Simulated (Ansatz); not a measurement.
# Dielectric response of RbCl (001) films, part 2 of 5

How well do thin rocksalt RbCl (001) films screen a perpendicular field?

Ansatz 0.2.0; plane-wave DFT, LDA, Ansatz PAW (set soft_1); PAW set soft_1 (the session's first sound run).

So far. Step 2 (Relaxing the film, 6 atoms, units 3): The gap is 4.63 eV, with the valence edge 6.26 eV and the conduction edge 1.63 eV under the upper vacuum level.

## 3. Single point on the relaxed film, 6 atoms, units 3

The film was relaxed beforehand; a single point on the relaxed positions gives its levels and potential.

Contents of input.yaml:

```yaml
crystal:
  lattice:
    - [4.65276262, 0.0, 0.0]
    - [0.0, 4.65276262, 0.0]
    - [0.0, 0.0, 24.58]
  atoms:
    - { symbol: Rb, position: [0.5, 0.5, 0.3723864085] }
    - { symbol: Cl, position: [0.0, 0.0, 0.3718452571] }
    - { symbol: Rb, position: [0.0, 0.0, 0.5000000044] }
    - { symbol: Cl, position: [0.5, 0.5, 0.4999999976] }
    - { symbol: Rb, position: [0.5, 0.5, 0.6276135892] }
    - { symbol: Cl, position: [0.0, 0.0, 0.6281547432] }
kpoints:
  mp_grid: { grid: [6, 6, 1] }
hamiltonian:
  xc: lda
  pseudopotentials: { kind: paw, azcp: { folder: soft_1 }, xc_functional: pbe }
scf:
  occupations: { method: fixed }
  convergence: { dr2_threshold: 1.0e-09 }
efield:
  axis: 3
  dipole_correction: true
  ramp_position: 0.97
  ramp_width: 0.06
output:
  eigenvalues: true
  write_potential: true
  write_density: true
  volumetric_format: npy
```

Run with:

```
$ ansatz run input.yaml --threads 4 --pin off --max-ram 8192MiB --backend cpu --events-out ev --progress --plain --runs-dir out
```

Numbers of over 12 decimals in the logs are rounded to 6 here.

Log:

```text
[...]
Crystal: 6 atoms, lattice volume = 532.113 Å³
Basis set: ecut = 420 eV, 10395 PW (Γ)
Bands: 30, of which v1, the nominal top of the filled ones, is band 24 counted from 1 (23 counted from 0)
Symmetry: 8 space group operations
k-points: 10 of 36
[...]
SCF iter   1: F=—  HF=-12657.282894 eV  |F-HF|=—  |Δ(HF+E_count)|=         —  Δρ=1.58e-2  dr2=3.98e0  ethr=3.10e-3  p=-0.000 e·Å  D=-9.52e-14 V/Å  ΔV_dip=0.00 eV  dr2_dipole=1.88e-10  V_vac-E_F(+/−)=9.82/9.82 eV  ⟨swp⟩=6.4  Hψ=1240  notcnv=0  defer=36
[...]
SCF iter   9: F=-12655.780183 eV  HF=-12655.780183 eV  |F-HF|=5.46e-12  |Δ(HF+E_count)|=  6.18e-11  Δρ=3.34e-7  dr2=5.10e-10  ethr=2.08e-12  p=0.000 e·Å  D=1.48e-8 V/Å  ΔV_dip=-0.00 eV  dr2_dipole=2.27e-18  V_vac-E_F(+/−)=6.26/6.26 eV  ⟨swp⟩=13.1  Hψ=1847  notcnv=0
SCF 1 converged in 9 iterations: F = -12655.780183 eV  dr2 = 5.10e-10
[...]
SCF converged after 9 iterations
Free energy (F): -12655.780183 eV
[...]
Internal energy: -12655.780183 eV  (E = F + TS)
E sigma→0 (E₀):  -12655.780183 eV
Fermi energy:    -3.397127 eV
Dipole field:    D = 0.000000 V/Å  (p = 0.000000 e·Å, saw-weighted, corrected)
Work function:   Φ+ = 6.2572 eV   Φ− = 6.2572 eV
[...]
--- Band table (eV; the first three rows and the last of 10) ---
  k-point 0: bands = [... 20 lower, -3.4395, -3.4395, -3.4159, -3.4159, 1.2333, 1.7686, 2.4510, 2.5233, ... 2 higher]
  k-point 1: bands = [... 20 lower, -3.6015, -3.5139, -3.4928, -3.4657, 1.6191, 2.0497, 2.7555, 2.8099, ... 2 higher]
  k-point 2: bands = [... 20 lower, -3.6832, -3.6569, -3.6395, -3.4798, 2.4697, 2.7080, 3.3865, 3.6144, ... 2 higher]
  k-point 9: bands = [... 20 lower, -3.6303, -3.5729, -3.5729, -3.3971, 2.7197, 2.7197, 3.7724, 3.7724, ... 2 higher]
```

The job ended after 4.7 s (4 threads of Arm Neoverse V1, shared host; peak memory 0.73 GiB).

Reading the cycles: dr2 is the Hartree energy of the density residual (eV), the measure of convergence; HF is the Harris–Foulkes estimate of the energy, which meets the free energy F at convergence.

This step gave:

```
dipole along the normal : 4.72e-8 e·Å
```

Running mean over 3.29 Å of the planar mean; the ramp of the sawtooth is left out. The electron's electrostatic potential energy less the highest filled level by z:

z (Å), electron's electrostatic potential energy less the highest filled level (eV) and a bar:
```
      3.5       6.26 ##############################
      4.0       6.26 ##############################
      4.5       6.26 ##############################
      5.0       6.26 ##############################
      5.5       6.25 ##############################
      6.0       6.22 ##############################
      6.5       6.09 #############################
      7.0       5.42 ##########################
      7.5       3.47 #################
      8.0       1.51 #######
      8.5       0.83 ####
      9.0       0.71 ###
      9.5       0.66 ###
     10.0       0.50 ##
     10.5       0.08 
     11.0       0.13 
     11.5       0.55 ##
     12.0       0.67 ###
     12.5       0.68 ###
     13.0       0.58 ###
     13.5       0.19 #
     14.0       0.05 
     14.5       0.44 ##
     15.0       0.65 ###
     15.5       0.70 ###
     16.0       0.80 ####
     16.5       1.31 ######
     17.0       3.10 ###############
     17.5       5.20 #########################
     18.0       6.04 #############################
     18.5       6.21 ##############################
     19.0       6.25 ##############################
     19.5       6.25 ##############################
     20.0       6.26 ##############################
     20.5       6.26 ##############################
     21.0       6.26 ##############################
     21.5       6.26 ##############################
```

The gap is 4.63 eV, with the valence edge 6.26 eV and the conduction edge 1.63 eV under the upper vacuum level.

## 4. Atoms held, 6 atoms, units 3, field 0.05 V/Å

A sawtooth potential applies the field, turning back in the middle of the vacuum. With the dipole correction the typed value is the field outside the slab. The induced dipole is small, so the SCF threshold is tight.

Changes to input.yaml since step 3:

```diff
@@ -19,3 +19,3 @@
   occupations: { method: fixed }
-  convergence: { dr2_threshold: 1.0e-09 }
+  convergence: { dr2_threshold: 1.0e-10 }
 efield:
@@ -25,4 +25,4 @@
   ramp_width: 0.06
+  amplitude: 0.05
 output:
-  eigenvalues: true
   write_potential: true
```

Log:

```text
[...]
Crystal: 6 atoms, lattice volume = 532.113 Å³
Basis set: ecut = 420 eV, 10395 PW (Γ)
Bands: 30, of which v1, the nominal top of the filled ones, is band 24 counted from 1 (23 counted from 0)
Symmetry: 8 space group operations
k-points: 10 of 36
[...]
SCF iter   1: F=—  HF=-12657.284142 eV  |F-HF|=—  |Δ(HF+E_count)|=         —  Δρ=1.58e-2  dr2=3.98e0  ethr=3.10e-3  p=0.057 e·Å  D=1.93e-2 V/Å  ΔV_dip=-0.47 eV  dr2_dipole=4.27e-4  V_vac-E_F(+/−)=10.12/9.47 eV  ⟨swp⟩=6.5  Hψ=1244  notcnv=0  defer=38
[...]
SCF iter  11: F=-12655.781052 eV  HF=-12655.781052 eV  |F-HF|=3.64e-12  |Δ(HF+E_count)|=  5.09e-11  Δρ=7.52e-8  dr2=1.76e-11  ethr=1.00e-12  p=0.035 e·Å  D=1.18e-2 V/Å  ΔV_dip=-0.29 eV  dr2_dipole=1.37e-16  V_vac-E_F(+/−)=6.62/5.79 eV  ⟨swp⟩=14.3  Hψ=1486  notcnv=0
SCF 1 converged in 11 iterations: F = -12655.781052 eV  dr2 = 1.76e-11
[...]
SCF converged after 11 iterations
[...]
Free energy (F): -12655.781052 eV
[...]
Internal energy: -12655.781052 eV  (E = F + TS)
E sigma→0 (E₀):  -12655.781052 eV
Fermi energy:    -3.364730 eV
Dipole field:    D = 0.011818 V/Å  (p = 0.034752 e·Å, saw-weighted, corrected)
Work function:   not extracted (applied field tilts the vacuum); planar V_es + V_field profile in the machine report
[...]
--- Band table (eV; the first three rows and the last of 10) ---
  k-point 0: bands = [... 20 lower, -3.4905, -3.4551, -3.3647, -3.3647, 1.2197, 1.7701, 2.4478, 2.4982, ... 2 higher]
  k-point 1: bands = [... 20 lower, -3.5662, -3.5468, -3.4521, -3.4403, 1.5985, 2.0568, 2.7362, 2.8030, ... 2 higher]
  k-point 2: bands = [... 20 lower, -3.7115, -3.6978, -3.5851, -3.4639, 2.4206, 2.7452, 3.3728, 3.6036, ... 2 higher]
  k-point 9: bands = [... 20 lower, -3.6657, -3.5357, -3.5357, -3.3836, 2.7169, 2.7169, 3.7710, 3.7710, ... 2 higher]
```

It took 4.9 s on 4 threads; peak memory 0.71 GiB.

This step gave:

* gap on the k-mesh: 4.584 eV
* dipole along the normal: 0.03475 e·Å

The dipole is 0.0348 e·Å, and the gap on the mesh 4.584 eV.

## 5. Atoms held, 6 atoms, units 3, field -0.05 V/Å

Changes to input.yaml since step 4:

```diff
@@ -25,3 +25,3 @@
   ramp_width: 0.06
-  amplitude: 0.05
+  amplitude: -0.05
 output:
```

Log:

```text
[...]
Crystal: 6 atoms, lattice volume = 532.113 Å³
Basis set: ecut = 420 eV, 10395 PW (Γ)
Bands: 30, of which v1, the nominal top of the filled ones, is band 24 counted from 1 (23 counted from 0)
Symmetry: 8 space group operations
k-points: 10 of 36
[...]
k-point 0: bands = [... 20 lower, -3.4905, -3.4551, -3.3647, -3.3647, 1.2197, 1.7701, 2.4478, 2.4982, ... 2 higher]
  k-point 1: bands = [... 20 lower, -3.5662, -3.5468, -3.4521, -3.4403, 1.5985, 2.0568, 2.7362, 2.8030, ... 2 higher]
  k-point 2: bands = [... 20 lower, -3.7115, -3.6978, -3.5851, -3.4639, 2.4206, 2.7452, 3.3728, 3.6036, ... 2 higher]
  k-point 9: bands = [... 20 lower, -3.6657, -3.5357, -3.5357, -3.3836, 2.7169, 2.7169, 3.7710, 3.7710, ... 2 higher]
[key lines of the parts left out:]
SCF converged after 11 iterations
Free energy (F): -12655.781052 eV
Fermi energy:    -3.364729 eV
Dipole field:    D = -0.011818 V/Å  (p = -0.034752 e·Å, saw-weighted, corrected)
```

Run time: 4.9 s. Hardware: 4 threads; peak memory 0.7 GiB.

The dipole is -0.0348 e·Å, and the gap on the mesh 4.584 eV.

## 6. Response with the atoms held, 6 atoms, units 3

This step: plane-wave DFT, LDA, Ansatz PAW (set soft_1); response to a field along the normal, atoms held; PAW set soft_1 (Ansatz 0.2.0).

The two fields give this film's response with the atoms held: the electronic part.

Numbers from this step:

- equivalent conductor thickness p/(ε₀AE): 5.810 Å
- distance between the outer atoms: 6.300 Å
- thickness: 9.87 Å

Local field over the applied field, running mean. From the potentials at -0.05 and 0.05 V/Å; running mean over 3.29 Å, taken twice. The local field over applied field by z:

z (Å), local field over applied field and a bar from the least value:
```
      4.5      0.993 ##############################
      5.0      0.982 #############################
      5.5      0.957 ############################
      6.0      0.915 ##########################
      6.5      0.854 #######################
      7.0      0.779 ###################
      7.5      0.697 ###############
      8.0      0.614 ###########
      8.5      0.538 #######
      9.0      0.477 ####
      9.5      0.434 ##
     10.0      0.410 #
     10.5      0.400 
     11.0      0.398 
     11.5      0.397 
     12.0      0.397 
     12.5      0.397 
     13.0      0.397 
     13.5      0.397 
     14.0      0.400 
     14.5      0.408 #
     15.0      0.429 ##
     15.5      0.469 ####
     16.0      0.527 #######
     16.5      0.601 ##########
     17.0      0.683 ##############
     17.5      0.766 ###################
     18.0      0.843 ######################
     18.5      0.907 ##########################
     19.0      0.952 ############################
     19.5      0.979 #############################
     20.0      0.992 ##############################
```

Electrons, planar mean, per unit field. The induced electron density by z:

```
z (Å)  induced electron density (e/Å³ per V/Å)
  4.5                                   3.1e-6
  5.0                                   1.0e-5
  5.5                                   3.1e-5
  6.0                                   9.4e-5
  6.5                                   2.7e-4
  7.0                                   7.3e-4
  7.5                                  0.00172
  8.0                                  0.00319
  8.5                                  0.00279
  9.0                                   3.9e-4
  9.5                                 -0.00113
 10.0                                 -0.00322
 10.5                                 -0.00126
 11.0                                  0.00155
 11.5                                  0.00317
 12.0                                   7.7e-4
 12.5                                  -4.6e-4
 13.0                                 -0.00302
 13.5                                 -0.00198
 14.0                                   8.1e-4
 14.5                                  0.00311
 15.0                                  0.00162
 15.5                                  -2.6e-4
 16.0                                 -0.00234
 16.5                                 -0.00337
 17.0                                 -0.00195
 17.5                                  -8.4e-4
 18.0                                  -3.2e-4
 18.5                                  -1.1e-4
 19.0                                  -3.7e-5
 19.5                                  -1.2e-5
 20.0                                  -3.8e-6
```

By hand: between -0.05 and 0.05 V/Å the dipole changes by 0.06950 e·Å, a slope of 0.6950 e·Å²/V. A perfect conductor of thickness t has p = ε₀AEt, so t = 180.95 × 0.6950 / 21.648 = 5.81 Å (e/ε₀ = 180.95 V·Å, A in Å²).

The induced dipole is that of a conductor 5.81 Å thick.

## 7. Field on, atoms free, 6 atoms, field 0.05 V/Å

This step: plane-wave DFT, LDA, Ansatz PAW (set soft_1); PAW set soft_1 (Ansatz 0.2.0).

Now the atoms may follow the field. A weak field makes forces of meV/Å to tens of meV/Å, so the force tolerance is set well below the usual one.

Changes to input.yaml since step 5:

```diff
@@ -25,3 +25,6 @@
   ramp_width: 0.06
-  amplitude: -0.05
+  amplitude: 0.05
+relax:
+  f_tol: 0.0006
+  max_steps: 70
 output:
```

Log:

```text
[...]
Crystal: 6 atoms, lattice volume = 532.113 Å³
Basis set: ecut = 420 eV, 10395 PW (Γ)
Bands: 30, of which v1, the nominal top of the filled ones, is band 24 counted from 1 (23 counted from 0)
Symmetry: 8 space group operations
k-points: 10 of 36
[...]
SCF iter   1: F=—  HF=-12657.284142 eV  |F-HF|=—  |Δ(HF+E_count)|=         —  Δρ=1.58e-2  dr2=3.98e0  ethr=3.10e-3  p=0.057 e·Å  D=1.93e-2 V/Å  ΔV_dip=-0.47 eV  dr2_dipole=4.27e-4  V_vac-E_F(+/−)=10.12/9.47 eV  ⟨swp⟩=6.5  Hψ=1244  notcnv=0  defer=38
[...]
SCF iter  11: F=-12655.781052 eV  HF=-12655.781052 eV  |F-HF|=1.46e-11  |Δ(HF+E_count)|=  6.00e-11  Δρ=7.64e-8  dr2=1.80e-11  ethr=1.00e-12  p=0.035 e·Å  D=1.18e-2 V/Å  ΔV_dip=-0.29 eV  dr2_dipole=2.30e-23  V_vac-E_F(+/−)=6.62/5.79 eV  ⟨swp⟩=7.3  Hψ=1629  notcnv=0
SCF 1 converged in 11 iterations: F = -12655.781052 eV  dr2 = 1.80e-11
[...]
relax step   1: F+E_penalty+E_count = -12655.78105160 eV  Δ(F+E_penalty+E_count) = +0.000e0 eV  max|allowed force component| = 2.462e-2 eV/Å  Δτ_max = 0.0000 Å  (11 SCF iters, accepted)
[...]
SCF iter   7: F=-12655.781410 eV  HF=-12655.781410 eV  |F-HF|=2.73e-11  |Δ(HF+E_count)|=   1.50e-9  Δρ=1.17e-7  dr2=7.62e-11  ethr=1.00e-12  p=0.050 e·Å  D=1.70e-2 V/Å  ΔV_dip=-0.42 eV  dr2_dipole=8.42e-12  V_vac-E_F(+/−)=6.59/5.89 eV  ⟨swp⟩=7.9  Hψ=1766  notcnv=0
SCF 2 converged in 7 iterations: F = -12655.781410 eV  dr2 = 7.62e-11
relax step   2: F+E_penalty+E_count = -12655.78141019 eV  Δ(F+E_penalty+E_count) = -3.586e-4 eV  max|allowed force component| = 6.388e-3 eV/Å  Δτ_max = 0.0093 Å  (7 SCF iters, accepted)
SCF iter   1: F=—  HF=-12655.781307 eV  |F-HF|=—  |Δ(HF+E_count)|=         —  Δρ=1.80e-5  dr2=9.04e-6  ethr=3.43e-7  p=0.050 e·Å  D=1.70e-2 V/Å  ΔV_dip=-0.42 eV  dr2_dipole=1.02e-9  V_vac-E_F(+/−)=6.59/5.89 eV  ⟨swp⟩=3.1  Hψ=607  notcnv=0  defer=40
[...]
SCF iter   6: F=-12655.781422 eV  HF=-12655.781422 eV  |F-HF|=1.09e-11  |Δ(HF+E_count)|=  3.89e-10  Δρ=9.66e-8  dr2=4.94e-11  ethr=1.00e-12  p=0.050 e·Å  D=1.69e-2 V/Å  ΔV_dip=-0.41 eV  dr2_dipole=9.77e-15  V_vac-E_F(+/−)=6.59/5.89 eV  ⟨swp⟩=7.0  Hψ=1675  notcnv=0
SCF 3 converged in 6 iterations: F = -12655.781422 eV  dr2 = 4.94e-11
relax step   3: F+E_penalty+E_count = -12655.78142242 eV  Δ(F+E_penalty+E_count) = -1.223e-5 eV  max|allowed force component| = 3.908e-4 eV/Å  Δτ_max = 0.0024 Å  (6 SCF iters, accepted)
NSCF: frozen V_eff on 10 k-points
[...]
SCF converged after 6 iterations
[...]
Free energy (F): -12655.781422 eV
[...]
Internal energy: -12655.781422 eV  (E = F + TS)
E sigma→0 (E₀):  -12655.781422 eV
Fermi energy:    -3.394679 eV
Dipole field:    D = 0.016862 V/Å  (p = 0.049585 e·Å, saw-weighted, corrected)
Work function:   not extracted (applied field tilts the vacuum); planar V_es + V_field profile in the machine report
[...]
--- Forces (eV/Å), atoms counted from 1 ---
  atom   1  Rb     0.00000000     0.00000000    -0.00012039
  atom   2  Cl     0.00000000     0.00000000    -0.00007122
  atom   3  Rb     0.00000000     0.00000000    -0.00030576
  atom   4  Cl    -0.00000000     0.00000000     0.00038629
  atom   5  Rb     0.00000000     0.00000000    -0.00000441
  atom   6  Cl     0.00000000     0.00000000     0.00008869
  max |Σ_I F_I| component: 2.68e-5 eV/Å
--- Band table (eV; the first three rows and the last of 10) ---
  k-point 0: bands = [... 20 lower, -3.4597, -3.4597, -3.3971, -3.3971, 1.2278, 1.7679, 2.4488, 2.5065, ... 2 higher]
  k-point 1: bands = [... 20 lower, -3.5795, -3.5350, -3.4731, -3.4630, 1.6112, 2.0509, 2.7417, 2.8053, ... 2 higher]
  k-point 2: bands = [... 20 lower, -3.6879, -3.6794, -3.6183, -3.4765, 2.4502, 2.7215, 3.3756, 3.6083, ... 2 higher]
  k-point 9: bands = [... 20 lower, -3.6424, -3.5623, -3.5623, -3.3947, 2.7175, 2.7175, 3.7721, 3.7721, ... 2 higher]
--- Relaxed structure (3 steps of the walk, 3 accepted, 0 SCFs on fresh bases) ---
  F+E_penalty+E_count = -12655.78142242 eV   max|allowed force component| = 3.908e-4 eV/Å
  atoms:
    - { symbol: Rb, position: [0.5, 0.5, 0.372699] }
    - { symbol: Cl, position: [0, 0.0, 0.371509] }
    - { symbol: Rb, position: [0, 0.0, 0.500031] }
    - { symbol: Cl, position: [0.5, 0.5, 0.499997] }
    - { symbol: Rb, position: [0.5, 0.5, 0.627910] }
    - { symbol: Cl, position: [0, 0.0, 0.627854] }
```

Elapsed: 8.8 s, on 4 threads; peak memory 0.68 GiB.

Relaxation path:

```
step  energy less that of the first step (eV)  largest force component (eV/Å)
   1                                   0.0000                          0.0246
   2                                  -0.0004                          0.0064
   3                                  -0.0004                          0.0004
```

The run keeps the 8 symmetry operations that it works with, so distortions that break them were not tested.

Final coordinates:

```cif
data_structure
_symmetry_space_group_name_H-M 'P 1'
_symmetry_Int_Tables_number 1
_cell_length_a 4.6528
_cell_length_b 4.6528
_cell_length_c 24.5800
_cell_angle_alpha 90.000
_cell_angle_beta 90.000
_cell_angle_gamma 90.000
_cell_volume 532.11
loop_
_atom_site_label
_atom_site_type_symbol
_atom_site_fract_x
_atom_site_fract_y
_atom_site_fract_z
_atom_site_occupancy
Rb1 Rb 0.50000 0.50000 0.37270 1
Cl2 Cl 0.00000 0.00000 0.37151 1
Rb3 Rb 0.00000 0.00000 0.50003 1
Cl4 Cl 0.50000 0.50000 0.50000 1
Rb5 Rb 0.50000 0.50000 0.62791 1
Cl6 Cl 0.00000 0.00000 0.62785 1
```

This step gave:

```
gap on the k-mesh       : 4.623 eV
dipole along the normal : 0.04959 e·Å
```

The relaxation took 3 steps and lowered the energy by 3.7e-4 eV; the largest force on the free atoms ends at 3.9e-4 eV/Å.

The dipole is 0.0496 e·Å, and the gap on the mesh 4.623 eV.

## 8. Relaxing in the field, 6 atoms, field -0.05 V/Å

The opposite sign, again from the field-free geometry; the difference of the two cancels what relaxes without a field.

Changes to input.yaml since step 7:

```diff
@@ -25,3 +25,3 @@
   ramp_width: 0.06
-  amplitude: 0.05
+  amplitude: -0.05
 relax:
```

Log:

```text
[...]
Crystal: 6 atoms, lattice volume = 532.113 Å³
Basis set: ecut = 420 eV, 10395 PW (Γ)
Bands: 30, of which v1, the nominal top of the filled ones, is band 24 counted from 1 (23 counted from 0)
Symmetry: 8 space group operations
k-points: 10 of 36
[...]
--- Relaxed structure (3 steps of the walk, 3 accepted, 0 SCFs on fresh bases) ---
  F+E_penalty+E_count = -12655.78142242 eV   max|allowed force component| = 3.904e-4 eV/Å
  atoms:
    - { symbol: Rb, position: [0.5, 0.5, 0.372090] }
    - { symbol: Cl, position: [0, 0.0, 0.372146] }
    - { symbol: Rb, position: [0, 0.0, 0.499969] }
    - { symbol: Cl, position: [0.5, 0.5, 0.500003] }
    - { symbol: Rb, position: [0.5, 0.5, 0.627301] }
    - { symbol: Cl, position: [0, 0.0, 0.628491] }
[key lines of the parts left out:]
SCF converged after 6 iterations
Free energy (F): -12655.781422 eV
Fermi energy:    -3.394679 eV
Dipole field:    D = -0.016862 V/Å  (p = -0.049585 e·Å, saw-weighted, corrected)
```

Elapsed: 8.7 s, on 4 threads; peak memory 0.68 GiB.

Step by step:

```
step  energy less that of the first step (eV)  largest force component (eV/Å)
   1                                   0.0000                          0.0246
   2                                  -0.0004                          0.0064
   3                                  -0.0004                          0.0004
```

Forces are held to the 8 operations that the run works with; a distortion that breaks them can't arise in this run.

Final coordinates:

```xyz
6
Lattice="4.6528 0.0000 0.0000 0.0000 4.6528 0.0000 0.0000 0.0000 24.5800" Properties=species:S:1:pos:R:3
Rb    2.3264    2.3264    9.1460
Cl    0.0000    0.0000    9.1473
Rb    0.0000    0.0000   12.2892
Cl    2.3264    2.3264   12.2901
Rb    2.3264    2.3264   15.4191
Cl    0.0000    0.0000   15.4483
```

The relaxation took 3 steps and lowered the energy by 3.7e-4 eV; the largest force on the free atoms ends at 3.9e-4 eV/Å.

The dipole is -0.0496 e·Å, and the gap on the mesh 4.623 eV.

(Part 2 of 5 ends here.)

[Logs are printed without paths, hosts, clocks, repeated set-up lines and the standing remarks that a program may print on its own settings, such as how far it seeks lower states.]

[Hosts, paths, dates, database ids (printed as entryN), source tags and the programs' standing remarks are cut or masked in the printed files.]

[Maps of the electrostatic potential energy from Ansatz leave out the sawtooth potential of an applied field or a dipole correction, so their vacuum need not be flat; planar profiles and work functions include it.]
